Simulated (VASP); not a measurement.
# MgS (F-43m) in VASP: notebook

The runs below take MgS through single point, with LDA.

Program: VASP 6.6.1. These are calculated values, not measurements. Logs are shortened: lines on timing, memory, paths and dates and some standing lists are left out, and cuts for length are marked.

### 1 Starting point

It takes space group F-43m (No. 216, cubic). The conventional cell has a = 5.666 Å, b = 5.666 Å, c = 5.666 Å, α = 90.00°, β = 90.00°, γ = 90.00°. S (site symmetry -43m) has 4 Mg at 2.45 Å as nearest neighbours. Mg (site symmetry -43m) is surrounded by 4 S at 2.45 Å.

The cell comes from a database or a generator and needn't be the stable form of this composition.

### 2 Single point, LDA

INCAR

```
PREC = Accurate ; ENCUT = 450
EDIFF = 1E-6 ; ISMEAR = 0
SIGMA = 0.01 ; LREAL = False
LASPH = True ; NELM = 100
ALGO = Normal ; ISIF = 2
LWAVE = False ; LCHARG = False
ADDGRID = False
```

KPOINTS

```
Automatic mesh
0
Gamma
  5 5 5
```

POSCAR

```
MgS
1.0
    0.0000000000      2.8331200468      2.8331200468
    2.8331200468      0.0000000000      2.8331200468
    2.8331200468      2.8331200468      0.0000000000
S Mg
1 1
Direct
    0.2500000000      0.2500000000      0.2500000000
    0.0000000000      0.0000000000      0.0000000000
```

Potentials or basis: VASP PAW LDA potentials, release 64 (S, Mg).

Run with:

```
$ cat potpaw_LDA.64/S/POTCAR potpaw_LDA.64/Mg/POTCAR > POTCAR
$ mpirun -np 1 vasp_std > vasp.out
```

OUTCAR:

```text
PREC = Accurate
   ENCUT = 450
   EDIFF = 1E-6
   ISMEAR = 0
   LREAL = False
   LASPH = True
   NELM = 100
   ISIF = 2

 Found     10 irreducible k-points:

 Following reciprocal coordinates:
            Coordinates               Weight
  0.000000  0.000000  0.000000      1.000000
  0.200000  0.000000  0.000000      8.000000
  0.400000  0.000000  0.000000      8.000000
  0.200000  0.200000  0.000000      6.000000
  0.400000  0.200000  0.000000     24.000000
 -0.400000  0.200000  0.000000     24.000000
   k-points           NKPTS =     10   k-points in BZ     NKDIM =     10   number of bands    NBANDS=      8
   number of dos      NEDOS =    301   number of ions     NIONS =      2
   total plane-waves  NPLWV =  21952
   dimension x,y,z NGX =    28 NGY =   28 NGZ =   28
   dimension x,y,z NGXF=    56 NGYF=   56 NGZF=   56
   ions per type =               1   1
   NGX,Y,Z   is equivalent  to a cutoff of  11.62, 11.62, 11.62 a.u.
   NGXF,Y,Z  is equivalent  to a cutoff of  23.24, 23.24, 23.24 a.u.
 SYSTEM =  unknown system
   PREC   = accura    normal or accurate (medium, high low for compatibility)
   ISTART =      0    job   : 0-new  1-cont  2-samecut
   ICHARG =      2    charge: 1-file 2-atom 10-const
   ISPIN  =      1    spin polarized calculation?
   LNONCOLLINEAR =      F non collinear calculations
   LSORBIT =      F    spin-orbit coupling
   LASPH  =      T    aspherical Exc in radial PAW
   ENCUT  =  450.0 eV  33.07 Ry    5.75 a.u.   6.93  6.93  6.93*2*pi/ulx,y,z
   NELM   =    100;   NELMIN=  2; NELMDL= -5     # of ELM steps
   EDIFF  = 0.1E-05   stopping-criterion for ELM
   LREAL  =      F    real-space projection
   EDIFFG = 0.1E-04   stopping-criterion for IOM
   NSW    =      0    number of steps for IOM
   IBRION =     -1    ionic relax: 0-MD 1-quasi-New 2-CG
   NFREE  =      0    steps in history (QN), initial steepest desc. (CG)
   ISIF   =      2    stress and relaxation
   ISYM   =      2    0-nonsym 1-usesym 2-fastsym
   POTIM  = 0.5000    time-step for ionic-motion
   TEBEG  =    0.0;   TEEND  =   0.0 temperature during run
   PSTRESS=    0.0 pullay stress
   NELECT =       8.0000    total number of electrons
   NUPDOWN=      -1.0000    fix difference up-down
   EMIN   =  10.00;   EMAX   =-10.00  energy-range for DOS
   EFERMI =   0.00;   METHOD = LEGACY
   ISMEAR =     0;   SIGMA  =   0.01  broadening in eV -4-tet -1-fermi 0-gaus
   EFERMI_NEDOS =   21; number of points for ismear=-14 and -15
   IALGO  =     38    algorithm
   IMIX   =      4    mixing-type and parameters
     AMIX     =   0.40;   BMIX     =  1.00
     AMIX_MAG =   1.60;   BMIX_MAG =  1.00
  volume/ion in A,a.u.               =      22.74       153.46
  Fermi-wavevector in a.u.,A,eV,Ry     =   0.917269  1.733386 11.447692  0.841382
  Thomas-Fermi vector in A             =   2.042218
   LORBIT       =      0    0 simple, 1 ext, 2 COOP (PROOUT), +10 PAW based schemes
   GGA     = CA    functional components
   LHFCALC =     F    Hartree Fock is set to
   AEXX    =    0.0000 exact exchange contribution
   IVDW    =     0    specifies the selected vdW correction
   LEPSILON=     F    determine dielectric tensor
   LRPA    =     F    only Hartree local field effects (RPA)
 non-spin polarized calculation
 Gauss-broadening in eV      SIGMA  =   0.01
  energy-cutoff  :      450.00
  volume of cell :       45.48
 maximum number of plane-waves:       990
   NGX = 13   NGY = 13   NGZ = 13

 number of electron       8.0000001 magnetization

 Free energy of the ion-electron system (eV)
  ---------------------------------------------------
  ext. energy  EPLUGINS =         0.00000000
  ---------------------------------------------------
  free energy    TOTEN  =        -9.37467905 eV

  energy without entropy =       -9.37467905  energy(sigma->0) =       -9.37467905

 E-fermi :   0.9927     XC(G=0):  -8.7519

 val. band max:        0.8827709160   @ k =   0.0000   0.0000   0.0000
 cond. band min:       4.0638315083   @ k =   0.0000   0.0000   0.0000
 fundamental gap:      3.1810605923
 Fermi energy:         0.9926761513

 k-point     1 :       0.0000    0.0000    0.0000
  band No.  band energies     occupation
      1     -10.3478      2.00000
      2       0.8828      2.00000
      3       0.8828      2.00000
      4       0.8828      2.00000
      5       4.0638      0.00000
      6       8.6410      0.00000
      7       8.6410      0.00000
      8       8.6410      0.00000

 k-point     2 :       0.2000    0.0000    0.0000
  band No.  band energies     occupation
      1     -10.1314      2.00000
      2      -0.5540      2.00000
      3       0.7575      2.00000
      4       0.7575      2.00000
      5       5.3349      0.00000
      6       8.3672      0.00000
      7       8.9160      0.00000
      8       8.9160      0.00000

 k-point     3 :       0.4000    0.0000    0.0000
  band No.  band energies     occupation
      1      -9.7273      2.00000
      2      -2.0922      2.00000
      3       0.5775      2.00000
      4       0.5775      2.00000
      5       5.7663      0.00000
      6       8.4482      0.00000
      7       8.4482      0.00000
      8       9.0950      0.00000

 k-point     4 :       0.2000    0.2000    0.0000
  band No.  band energies     occupation
      1     -10.0599      2.00000
      2      -0.5014      2.00000
      3       0.4658      2.00000
      4       0.4658      2.00000
      5       5.7123      0.00000
      6       7.5081      0.00000
      7       9.1913      0.00000
      8       9.6649      0.00000

 k-point     5 :       0.4000    0.2000    0.0000
  band No.  band energies     occupation
      1      -9.7121      2.00000
      2      -1.6138      2.00000
      3       0.0182      2.00000
      4       0.2499      2.00000
      5       6.0914      0.00000
      6       7.5864      0.00000
      7       8.5912      0.00000
      8       9.7573      0.00000

 k-point     6 :      -0.4000    0.2000    0.0000
  band No.  band energies     occupation
      1      -9.5594      2.00000
      2      -1.9877      2.00000
      3      -0.4312      2.00000
      4       0.3720      2.00000
      5       6.5069      0.00000
      6       7.4668      0.00000
      7       9.2415      0.00000
      8       9.5430      0.00000

 [... further k-points ...]

------------------------ aborting loop because EDIFF is reached ----------------------------------------

  FORCE on cell =-STRESS in cart. coord.  units (eV):
  Direction    XX          YY          ZZ          XY          YZ          ZX
  --------------------------------------------------------------------------------------
  -------------------------------------------------------------------------------------
  Total       -0.7130736     -0.7130736     -0.7130736      0.0000000      0.0000000      0.0000000
  in kB      -25.1200213    -25.1200213    -25.1200213      0.0000000      0.0000000      0.0000000
  external PRESSURE =     -25.1200213 kB  Pullay stress =       0.0000000 kB

 VOLUME and BASIS-vectors are now :
 -----------------------------------------------------------------------------
  energy-cutoff  :      450.00
  volume of cell :       45.48
      direct lattice vectors                 reciprocal lattice vectors
     0.000000000  2.833120047  2.833120047    -0.176483874  0.176483874  0.176483874
     2.833120047  0.000000000  2.833120047     0.176483874 -0.176483874  0.176483874
     2.833120047  2.833120047  0.000000000     0.176483874  0.176483874 -0.176483874

 POSITION                                       TOTAL-FORCE (eV/Angst)
 -----------------------------------------------------------------------------------
      1.41656      1.41656      1.41656        -0.000000     -0.000000     -0.000000
      0.00000      0.00000      0.00000         0.000000      0.000000      0.000000
 -----------------------------------------------------------------------------------
    total drift:                                0.000000      0.000000      0.000000

  FREE ENERGIE OF THE ION-ELECTRON SYSTEM (eV)
  ---------------------------------------------------
  free  energy   TOTEN  =        -9.3746790483 eV

  energy  without entropy=       -9.3746790483  energy(sigma->0) =       -9.37467905
```

OSZICAR:

```text
N       E                     dE             d eps       ncg     rms          rms(c)
DAV:   1     0.229195458749E+02    0.22920E+02   -0.33506E+03   160   0.705E+02
DAV:   2    -0.868064725308E+01   -0.31600E+02   -0.31600E+02   224   0.104E+02
DAV:   3    -0.993183825282E+01   -0.12512E+01   -0.12512E+01   184   0.284E+01
DAV:   4    -0.993778236327E+01   -0.59441E-02   -0.59441E-02   272   0.232E+00
DAV:   5    -0.993778601958E+01   -0.36563E-05   -0.36563E-05   192   0.556E-02    0.402E+00
DAV:   6    -0.943179378460E+01    0.50599E+00   -0.14920E+00   168   0.564E+00    0.310E+00
DAV:   7    -0.937955997033E+01    0.52234E-01   -0.23272E-01   184   0.233E+00    0.218E+00
DAV:   8    -0.937504172270E+01    0.45182E-02   -0.10116E-02   184   0.832E-01    0.892E-01
DAV:   9    -0.937464159896E+01    0.40012E-03   -0.99059E-04   184   0.210E-01    0.336E-01
DAV:  10    -0.937467656200E+01   -0.34963E-04   -0.44783E-05   224   0.431E-02    0.931E-02
DAV:  11    -0.937467909279E+01   -0.25308E-05   -0.19259E-05   176   0.245E-02    0.394E-02
DAV:  12    -0.937467904832E+01    0.44471E-07   -0.76332E-07    96   0.528E-03
   1 F= -.93746790E+01 E0= -.93746790E+01  d E =-.470233E-56
```

Wall time 3.6 s (1 thread of Intel Xeon Platinum 8488C (Sapphire Rapids), shared host); peak memory 0.13 GiB.

These settings aren't checked as converged: the numbers below hold their error.

What came out:

* Free energy: -9.3747 eV
* Pressure: -2.5 GPa
* Band gap on the k mesh: 3.18 eV, direct

### 3 Single point, LDA

INCAR is that of step 2.

KPOINTS is that of step 2.

POSCAR

```
MgS
1.0
    0.0000000000      2.8331200468      2.8331200468
    2.8331200468      0.0000000000      2.8331200468
    2.8331200468      2.8331200468      0.0000000000
S Mg
1 1
Direct
    0.2346630000      0.2748010000      0.2357280000
   -0.0216520000      0.0237760000     -0.0317750000
```

Potentials or basis: VASP PAW LDA potentials, release 64 (S, Mg).

Run with:

```
$ cat potpaw_LDA.64/S/POTCAR potpaw_LDA.64/Mg/POTCAR > POTCAR
$ mpirun -np 1 vasp_std > vasp.out
```

Run time: 13 s. Hardware: 1 thread of Intel Xeon Platinum 8488C (Sapphire Rapids), shared host; peak memory 0.14 GiB.

The run converged, but some of its settings lie outside the range that counts as converged, so its numbers aren't taken as properties of the crystal.

What came out:

| Quantity | Value |
| --- | --- |
| Free energy | -9.3554 eV |
| Pressure | -2.3 GPa |
| Largest force | 0.429 eV/Å |
| Band gap on the k mesh | 3.06 eV, direct |

(Part 1 of 2 ends here.)
